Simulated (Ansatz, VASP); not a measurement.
# Two plane-wave programs on I

```xyz
1
Lattice="0.0000 2.1243 2.7103 2.1252 0.0000 2.7103 2.1252 2.1243 0.0000" Properties=species:S:1:pos:R:3 pbc="T T T"
I     0.0000    0.0000    0.0000
```

Alike in both runs: functional PBE; k mesh 16 × 16 × 16; occupations fermi-dirac, width 0.1 eV; no spin polarisation.

Ansatz relaxed the structure, and its values are those at the end. VASP's run is a single point on that final structure, the one shown.

|  | VASP | Ansatz |
| --- | --- | --- |
| version | VASP 6.6.1 | Ansatz 0.2.0 |
| potentials or method | VASP PAW PBE potentials, release 64 (I) | scalar-relativistic, plane waves, PAW |
| plane-wave cutoff (eV) | 520 | 420 |
| valence electrons in the cell | 7 | 17 |

|  | VASP | Ansatz | Ansatz less VASP |
| --- | --- | --- | --- |
| gap on the k mesh at the Fermi level (eV) | none | none | - |
| pressure (GPa) | 25.0 | 25.1 | +0.12 |

A gap of «none» marks a metal or a gap that the smearing closes. The two sets of potentials don't hold the same shells in valence.

Caveats: so large a pressure means that the cell lies far from this level's equilibrium, or that cutoff or potentials fall short (VASP); an odd number of electrons without spin polarisation forces a metal; a magnetic or distorted state may lie lower. The runs have no spin-orbit coupling, so splittings on I are missing.
